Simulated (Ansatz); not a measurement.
# Ge (Imma) in Ansatz: single point with PBEsol

Aim: the single point of Ge with PBEsol.

Program: Ansatz 0.2.0. These are calculated values, not measurements. Logs are shortened: lines on timing, memory, paths and dates and some standing lists are left out, and cuts for length are marked.

### 1 Starting point

It takes space group Imma (No. 74, orthorhombic). The conventional cell has a = 4.992 Å, b = 5.302 Å, c = 2.874 Å, α = 90.00°, β = 90.00°, γ = 90.00°. Ge (site symmetry mm2) has 6 Ge at 2.68 to 2.87 Å as nearest neighbours.

This isn't the form of Ge at room conditions, which is diamond.

### 2 Single point, PBEsol

File input.yaml:

```yaml
crystal:
  lattice:
    - [-2.495898, 2.650863, 1.436947]
    - [2.495898, -2.650863, 1.436947]
    - [2.495898, 2.650863, -1.436947]
  atoms:
    - { symbol: Ge, position: [0.314057, 0.064057, 0.25] }
    - { symbol: Ge, position: [0.685943, 0.935943, 0.75] }
kpoints:
  mp_grid: { grid: [8, 8, 8] }
scf:
  occupations: { method: fermi_dirac, width: 0.05 }
hamiltonian:
  xc: pbesol
  pseudopotentials: { kind: all_electron, datasets: crystal }
output:
  forces: true
  stress: true
  eigenvalues: true
```

Potentials or basis: all-electron PAW datasets made for the crystal.

Run with:

```console
$ ansatz run input.yaml --threads 2 --pin off --max-ram 8192MiB --backend cpu --events-out ev --progress --plain --runs-dir out
```

Log:

```text
Warning: RAYON_NUM_THREADS=2 ignored (pool sized by the plan → 2); use --threads N
hamiltonian.pseudopotentials.datasets: crystal makes datasets for this crystal and solves the spheres of its atoms anew in each pass: cutoff 160.0 eV, the density's 800.0 eV; for an error of 0.50 meV an atom under PBE, 1.0 meV for the cell; an energy difference from a run of another recipe may be off by several times the error for the cell, under r2SCAN by more, where some 0.1 meV an atom stays at smaller errors; Ge in spheres of 1.334 Å, 4 of its electrons in bands, 10 on its site; only band paths and densities of states list, in semicore columns, the levels of the semicore shells that are solved separately: 3d of Ge
band count auto-derived: 10 (N_el = 8.0; filled up to band 4; 8 by the electrons, moments and atoms)
Engine: ansatz 0.2.0, aarch64-unknown-linux-gnu
Pseudopotentials: kind: all_electron
Pseudopotential: Ge, paw, valence charge 14, recommended cutoff 160 eV (normal), crystal/all_electron/pbesol/scalar/gaussian/Ge, Koelling and Harmon's equation, gaussian nucleus
Functional definition: PBEsol
  exchange = pbesol_x
  correlation = pbesol_c
Crystal: 2 atoms, lattice volume = 38.029 Å³
Basis set: ecut = 160 eV, 167 PW (Γ), exchange–correlation on 40×40×40 points (8 copies of the dense FFT grid, shifted against one another)
Bands: 10, of which v1, the nominal top of the filled ones, is band 4 counted from 1 (3 counted from 0)
Symmetry: 8 space group operations
Space group: Imma (ITA 74), of the structure as read, at distance tolerance 3.4e-5 Å
k-points: 95 of 512
Non-local potential: Ge, projectors of the file, l = 0: 1, l = 1: 2
PAW form: soft (Blöchl's): semilocal exchange-correlation on the pseudo side does not see the compensation charge
PAW one-centre angular grid: Ge, 110 points (default); XC on its mesh's 1901 points in the sphere
Initial density: superposition of atomic densities (neutral atoms: chi_scale 0, normalization atom)
Initial wavefunctions: pseudopotential atomic-orbital guess
Functional: x = pbesol(κ = 0.804, μ = 0.12345679012345678), c = pbesol(β = 0.046)
iter 1 solved again at ethr=1.17e-3 eV; its pass at ethr=1.00e-1 eV (dr2=9.33e-2 eV) is discarded
SCF iter   1: F=—  HF=-114149.328803 eV  |F-HF|=—  |Δ(HF+E_count)|=         —  Δρ=1.74e-2  dr2=8.79e-2  ethr=1.17e-3  ⟨swp⟩=4.1  Hψ=6947  notcnv=0
preconditioner: auto → none  [metal: Δε(μ)=0.089 eV  Ē_g=11.589 eV  σ=0.050 eV  W_gap=0.41  n_scr=4 (ndim 8)  ℏωp=17.0 eV  f_vac=0.000  D(μ)=0.87/eV (n_scr^D=4)  sad-step TF]
SCF iter   2: F=—  HF=-114149.332786 eV  |F-HF|=—  |Δ(HF+E_count)|=   3.98e-3  Δρ=1.06e-2  dr2=3.23e-2  ethr=1.10e-3  ⟨swp⟩=2.1  Hψ=1768  notcnv=0  defer=5
iter 3 solved again at ethr=5.21e-6 eV; its pass at ethr=4.04e-4 eV (dr2=4.17e-4 eV) is discarded
SCF iter   3: F=—  HF=-114149.328790 eV  |F-HF|=—  |Δ(HF+E_count)|=   4.00e-3  Δρ=1.15e-3  dr2=3.98e-4  ethr=5.21e-6  ⟨swp⟩=2.0  Hψ=5139  notcnv=0  defer=1
SCF iter   4: F=—  HF=-114149.328392 eV  |F-HF|=—  |Δ(HF+E_count)|=   3.98e-4  Δρ=3.05e-4  dr2=2.62e-5  ethr=4.97e-6  ⟨swp⟩=2.0  Hψ=1399  notcnv=0
SCF iter   5: F=—  HF=-114149.328343 eV  |F-HF|=—  |Δ(HF+E_count)|=   4.94e-5  Δρ=4.96e-5  dr2=8.65e-7  ethr=3.28e-7  ⟨swp⟩=2.0  Hψ=1354  notcnv=0
SCF iter   6: F=-114149.328341 eV  HF=-114149.328341 eV  |F-HF|=1.28e-8  |Δ(HF+E_count)|=   1.38e-6  Δρ=7.57e-6  dr2=1.87e-8  ethr=1.08e-8  ⟨swp⟩=3.0  Hψ=1648  notcnv=0
SCF 1 converged in 6 iterations: F = -114149.328340 eV  dr2 = 1.87e-8
  Residual-converged pass: ⟨swp⟩=3.0  Hψ=1514  notcnv=0  max |occ|·‖R‖ = 5.2e-6 eV (tolerance 5.3e-6 eV)  dr2=1.94e-8  dr2_onsite=2.54e-8  max |Δocc| = 1.6e-9
SCF converged after 6 iterations
Free energy (F): -114149.328340 eV
Harris-Foulkes:  -114149.328340 eV  (|F-HF|=1.28e-8)
Internal energy: -114149.320721 eV  (E = F + TS)
E sigma→0 (E₀):  -114149.324531 eV
Entropy (-TS):   -0.007618 eV (-3.809 meV/atom)
Past the cutoff: the bands carry plane waves up to 1.75 times it, of which those up to 1.5 times it add -0.000105 eV an atom, each by itself; the spheres take 0.000050 eV an atom off the energy for waves past 1.75 times it
By the cutoff:   a pressure is off by up to 0.005 GPa (1.2 times the spheres' own share and the shells' term, over an atom's volume, and 0.004 GPa: a bound that held against runs at twice the plane waves)
Past the cutoffs: a stress includes 0.0012 GPa for waves and charges beyond them, in addition to the slope of what the spheres take
In the spheres:  the bands' charges fall short by 3.0e-7 e at most (sound up to 1e-3), those of shells solved beside the bands by 2.6e-7 e (sound up to 5e-4)
Fermi energy:    12.290404 eV
--- Per-component energies (eV) ---
  E_band       = 55.888571
  E_kinetic    = 85.667259
  E_local      = -2002.270006  (includes V_loc(G=0)·N_el)
  E_nonlocal   = 6.318726
  E_hartree    = 1027.346785
  E_xc         = -102.278966
  E_vxc        = -118.424796  (∫ρ·V_xc dr)
  E_paw        = -118858.864255  (= ΣΔE_a)
  E_vpaw       = -8688.170964  (= ΣTr[D̂ρ^β])
  E_ewald      = -3023.321753
  E_smearing   = -0.007618  (= −TS)
  E_closure    = 8718.081488  (closes the sum)
  Σ components = -114149.328340   (vs F -114149.328340, Δ=0.00e0)
  The terms above E_closure are by the made datasets' own strengths, without shells solved beside the bands.
--- Forces (eV/Å), atoms counted from 1 ---
  atom   1  Ge     0.00000000     0.00000000     0.02071007
  atom   2  Ge     0.00000000     0.00000000    -0.02071007
  max |Σ_I F_I| component: 3.47e-18 eV/Å
--- Stress (GPa, compression-positive) ---
       -3.156324       0.000000       0.000000
        0.000000      -2.958645       0.000000
        0.000000       0.000000      -1.602231
  P = ⅓ Tr σ = -2.5724 GPa (-25.724 kbar)
  It holds what live shells' own plane waves past their cutoff add
--- Band table (eV; the first three rows and the last of 95) ---
  k-point 0: bands = ["-0.7652", "8.5188", "9.9935", "10.4413", "15.7576", "19.2830", "19.5098", "20.2293"]
  k-point 1: bands = ["-0.5923", "7.1847", "10.4100", "11.1467", "16.6483", "18.0353", "19.2925", "19.9499"]
  k-point 2: bands = ["-0.0741", "5.2688", "10.9562", "12.2104", "16.1887", "17.8560", "18.9736", "19.4351"]
  k-point 94: bands = ["3.2457", "4.1228", "6.4929", "6.7455", "16.7343", "19.1804", "23.0479", "23.6073"]
```

Wall time 4 s (2 threads of Arm Neoverse V1, shared host); peak memory 0.41 GiB.

What came out:

```
Free energy            : -114149.3283 eV
Pressure               : -2.6 GPa
Largest force          : 0.021 eV/Å
Band gap on the k mesh : none (metal or under the smearing width)
```

Forces in eV/Å, atoms in the order of the input:
```
Ge   0.000  0.000  0.021
Ge   0.000  0.000 -0.021
```

Caveat: the k mesh is thin for a metal, which can move the energy by tens of meV per atom.
